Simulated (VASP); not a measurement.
# CdSe (P6_3mc) in VASP: relaxation of cell and atoms with PBE

Aim: the relaxation of cell and atoms of CdSe with PBE.

All numbers are computed with VASP 6.6.1; they aren't measurements. Logs are shortened: lines on timing, memory, paths and dates and some standing lists are left out, and cuts for length are marked.

### 1 Starting point

Symmetry: P6_3mc, No. 186, hexagonal system. Conventional cell: a = 4.300 Å, b = 4.300 Å, c = 7.020 Å, α = 90.00°, β = 90.00°, γ = 120.00°. Around Cd (site symmetry 3m) lie 4 Se at 2.61 to 2.70 Å. Se (site symmetry 3m) is surrounded by 4 Cd at 2.61 to 2.70 Å.

### 2 Relaxation of cell and atoms, PBE

INCAR

```
ALGO = Normal
EDIFF = 1E-7
EDIFFG = -0.004
ENCUT = 600
GGA = PE
IBRION = 2
ISIF = 3
ISMEAR = 0
LASPH = True
LCHARG = False
LREAL = False
LWAVE = False
NELM = 100
NSW = 80
PREC = Accurate
SIGMA = 0.02
```

KPOINTS

```
k-points
0
Gamma
  9 9 4
```

POSCAR

```
CdSe
1.0
    4.3000000000      0.0000000000      0.0000000000
   -2.1500000000      3.7239092400      0.0000000000
    0.0000000000      0.0000000000      7.0200000000
Cd Se
2 2
Direct
    0.3333333300      0.6666666700      0.0000000000
    0.6666666700      0.3333333300      0.5000000000
    0.3333333300      0.6666666700      0.3850000000
    0.6666666700      0.3333333300      0.8850000000
```

Potentials or basis: VASP PAW PBE potentials, release 64 (Cd, Se).

The run is started by

```sh
cat potpaw_PBE.64/Cd/POTCAR potpaw_PBE.64/Se/POTCAR > POTCAR
mpirun -np 1 vasp_std > vasp.out
```

OUTCAR:

```text
EDIFF = 1E-7
   EDIFFG = -0.004
   ENCUT = 600
   GGA = PE
   IBRION = 2
   ISIF = 3
   ISMEAR = 0
   LASPH = True
   LREAL = False
   NELM = 100
   NSW = 80
   PREC = Accurate

 ion  position               nearest neighbor table
   1  0.333  0.667  0.000-   4 2.61   4 2.61   4 2.61   3 2.70
   2  0.667  0.333  0.500-   3 2.61   3 2.61   3 2.61   4 2.70
   3  0.333  0.667  0.385-   2 2.61   2 2.61   2 2.61   1 2.70
   4  0.667  0.333  0.885-   1 2.61   1 2.61   1 2.61   2 2.70

  LATTYP: Found a hexagonal cell.
 ALAT       =     4.3000000000
 C/A-ratio  =     1.6325581395

  Lattice vectors:

 A1 = (   4.3000000000,   0.0000000000,   0.0000000000)
 A2 = (  -2.1500000000,   3.7239092400,   0.0000000000)
 A3 = (   0.0000000000,   0.0000000000,   7.0200000000)

Analysis of symmetry for initial positions (statically):
=====================================================================
 Subroutine PRICEL returns:
 Original cell was already a primitive cell.

 Routine SETGRP: Setting up the symmetry group for a
 hexagonal supercell.

 Subroutine GETGRP returns: Found 12 space group operations
 (whereof  6 operations were pure point group operations)
 out of a pool of 24 trial point group operations.

The static configuration has the point symmetry C_3v.
 The point group associated with its full space group is C_6v.

Analysis of symmetry for dynamics (positions and initial velocities):
=====================================================================
 Subroutine PRICEL returns:
 Original cell was already a primitive cell.

 Routine SETGRP: Setting up the symmetry group for a
 hexagonal supercell.

 Subroutine GETGRP returns: Found 12 space group operations
 (whereof  6 operations were pure point group operations)
 out of a pool of 24 trial point group operations.

The dynamic configuration has the point symmetry C_3v.
 The point group associated with its full space group is C_6v.

 Subroutine INISYM returns: Found 12 space group operations
 (whereof  6 operations are pure point group operations),
 and found     1 'primitive' translations

----------------------------------------------------------------------------------------

                                     Primitive cell

  volume of cell :     112.4099

  direct lattice vectors                    reciprocal lattice vectors
     4.300000000  0.000000000  0.000000000     0.232558140  0.134267504  0.000000000
    -2.150000000  3.723909240  0.000000000     0.000000000  0.268535009  0.000000000
[... 110 lines left out ...]
  volume/ion in A,a.u.               =      28.10       189.64
  Fermi-wavevector in a.u.,A,eV,Ry     =   1.120059  2.116604 17.068937  1.254531
  Thomas-Fermi vector in A             =   2.256702
   LORBIT       =      0    0 simple, 1 ext, 2 COOP (PROOUT), +10 PAW based schemes
   GGA     = PE    functional components
   LHFCALC =     F    Hartree Fock is set to
   AEXX    =    0.0000 exact exchange contribution
   IVDW    =     0    specifies the selected vdW correction
   LEPSILON=     F    determine dielectric tensor
   LRPA    =     F    only Hartree local field effects (RPA)
 conjugate gradient relaxation of ions
 non-spin polarized calculation
 Gauss-broadening in eV      SIGMA  =   0.02
  energy-cutoff  :      600.00
  volume of cell :      112.41
 maximum number of plane-waves:      3791
 NGX is ok and might be reduce to    36
   NGX = 17   NGY = 17   NGZ = 29

--------------------------------------- Ionic step        1  -------------------------------------------

 number of electron      35.9999991 magnetization

 Free energy of the ion-electron system (eV)
  ---------------------------------------------------
  ext. energy  EPLUGINS =         0.00000000
  ---------------------------------------------------
  free energy    TOTEN  =       -10.90519823 eV

  energy without entropy =      -10.90519823  energy(sigma->0) =      -10.90519823

------------------------ aborting loop because EDIFF is reached ----------------------------------------

  FORCE on cell =-STRESS in cart. coord.  units (eV):
  Direction    XX          YY          ZZ          XY          YZ          ZX
  --------------------------------------------------------------------------------------
  -------------------------------------------------------------------------------------
  Total        2.8023043      2.8023043      1.3299841      0.0000000      0.0000000      0.0000000
  in kB       39.9412106     39.9412107     18.9562474      0.0000000      0.0000000      0.0000000
  external PRESSURE =      32.9462229 kB  Pullay stress =       0.0000000 kB
[... 95 lines left out ...]
  FREE ENERGIE OF THE ION-ELECTRON SYSTEM (eV)
  ---------------------------------------------------
  free  energy   TOTEN  =       -10.9887012792 eV

  energy  without entropy=      -10.9887012792  energy(sigma->0) =      -10.98870128

[... ionic steps 4 to 9 ...]

--------------------------------------- Ionic step       10  -------------------------------------------

 number of electron      36.0000011 magnetization

------------------------ aborting loop because EDIFF is reached ----------------------------------------
[... 71 lines left out ...]
--------------------------------------- Ionic step       12  -------------------------------------------

 number of electron      36.0000011 magnetization

 Free energy of the ion-electron system (eV)
  ---------------------------------------------------
  ext. energy  EPLUGINS =         0.00000000
  ---------------------------------------------------
  free energy    TOTEN  =       -10.99292517 eV

  energy without entropy =      -10.99292517  energy(sigma->0) =      -10.99292517

 E-fermi :   0.6178     XC(G=0):  -8.6050

 val. band max:        0.4809754037   @ k =   0.0000   0.0000   0.0000
 cond. band min:       1.0115676374   @ k =   0.0000   0.0000   0.0000
 fundamental gap:      0.5305922336
 Fermi energy:         0.6178449226

 k-point     1 :       0.0000    0.0000    0.0000
  band No.  band energies     occupation
      1     -11.7960      2.00000
      2     -11.4707      2.00000
      3      -7.2635      2.00000
      4      -7.2580      2.00000
      5      -7.2580      2.00000
      6      -7.2011      2.00000
[... 589 lines left out ...]
     21       5.2627      0.00000
     22       6.7777      0.00000

 [... further k-points ...]
[... 5 lines left out ...]
  --------------------------------------------------------------------------------------
  -------------------------------------------------------------------------------------
  Total        0.0012760      0.0012760      0.0070758      0.0000000      0.0000000      0.0000000
  in kB        0.0170938      0.0170938      0.0947935      0.0000000      0.0000000      0.0000000
  external PRESSURE =       0.0429937 kB  Pullay stress =       0.0000000 kB
[... 19 lines left out ...]
  FREE ENERGIE OF THE ION-ELECTRON SYSTEM (eV)
  ---------------------------------------------------
  free  energy   TOTEN  =       -10.9929251681 eV

  energy  without entropy=      -10.9929251681  energy(sigma->0) =      -10.99292517

 reached required accuracy - stopping structural energy minimisation
```

OSZICAR:

```text
N       E                     dE             d eps       ncg     rms          rms(c)
DAV:   1     0.264830621369E+03    0.26483E+03   -0.18770E+04  1584   0.165E+03
DAV:   2     0.303566904495E+01   -0.26179E+03   -0.25688E+03  1734   0.369E+02
[... 110 lines left out ...]
  11 F= -.10992921E+02 E0= -.10992921E+02  d E =-.507997E-04
       N       E                     dE             d eps       ncg     rms          rms(c)
DAV:   1    -0.109929677944E+02   -0.47064E-04   -0.33821E-03  1584   0.447E-01    0.484E-02
DAV:   2    -0.109929317072E+02    0.36087E-04   -0.13290E-04  1818   0.124E-01    0.179E-02
DAV:   3    -0.109929254578E+02    0.62494E-05   -0.12657E-05  1830   0.299E-02    0.135E-02
DAV:   4    -0.109929250784E+02    0.37936E-06   -0.27890E-06  1830   0.135E-02    0.231E-03
DAV:   5    -0.109929251681E+02   -0.89643E-07   -0.46090E-07  1540   0.732E-03
  12 F= -.10992925E+02 E0= -.10992925E+02  d E =-.451160E-05
```

CONTCAR:

```text
CdSe
   1.00000000000000
     4.3899325313033373    0.0000000000000000    0.0000000000000000
    -2.1949662656516686    3.8017930969646079    0.0000000000000000
     0.0000000000000000    0.0000000000000000    7.1657138331751753
  Cd              Se
     2     2
Direct
     0.3333333300000021    0.6666666699999979    0.0046418000519400
     0.6666666699999979    0.3333333300000021    0.5046418000519399
     0.3333333300000021    0.6666666699999979    0.3803581999480580
     0.6666666699999979    0.3333333300000021    0.8803581999480581

  0.00000000E+00  0.00000000E+00  0.00000000E+00
  0.00000000E+00  0.00000000E+00  0.00000000E+00
  0.00000000E+00  0.00000000E+00  0.00000000E+00
  0.00000000E+00  0.00000000E+00  0.00000000E+00
```

Run time: 9.1 min. Hardware: 1 thread of Intel Xeon Platinum 8559C (Emerald Rapids), shared host; peak memory 0.33 GiB.

Results:

```yaml
Free_energy: -10.9929 eV
Relaxed_volume: 29.90 Å³/atom
Relaxed_cell: a = 4.390 Å, b = 4.390 Å, c = 7.166 Å, α = 90.00°, β = 90.00°, γ = 120.00°
Space_group_after_relaxing_to_0.05_Å: P6_3mc (No. 186)
Energy_gained_by_relaxing: 21.9 meV/atom
Ionic_steps: 12
Pressure_after_relaxing: 0.0 GPa
Band_gap_on_the_k_mesh: 0.53 eV, direct
```

The path:
```
step  energy change (eV)  largest force (eV/Å)  pressure (GPa)  volume (Å³)
   1              0.0000                0.2908            3.29       112.41
   2             -0.0772                0.0485           -0.87       122.06
   3             -0.0835                0.0925           -0.07       119.80
   4             -0.0835                0.0893           -0.13       119.95
   5             -0.0849                0.0565           -0.06       119.77
   6             -0.0857                0.0070            0.03       119.52
   7             -0.0869                0.0087            0.04       119.50
   8             -0.0877                0.0114            0.05       119.45
   9             -0.0877                0.0003           -0.04       119.70
  10             -0.0877                0.0037           -0.01       119.63
  11             -0.0877                0.0034           -0.01       119.63
  12             -0.0877                0.0005            0.00       119.59
```

Final structure:
```
Cd Se
1.0
     4.38993    0.00000    0.00000
    -2.19497    3.80179    0.00000
     0.00000    0.00000    7.16571
Cd Se
2 2
Direct
  0.33333 0.66667 0.00464
  0.66667 0.33333 0.50464
  0.33333 0.66667 0.38036
  0.66667 0.33333 0.88036
```
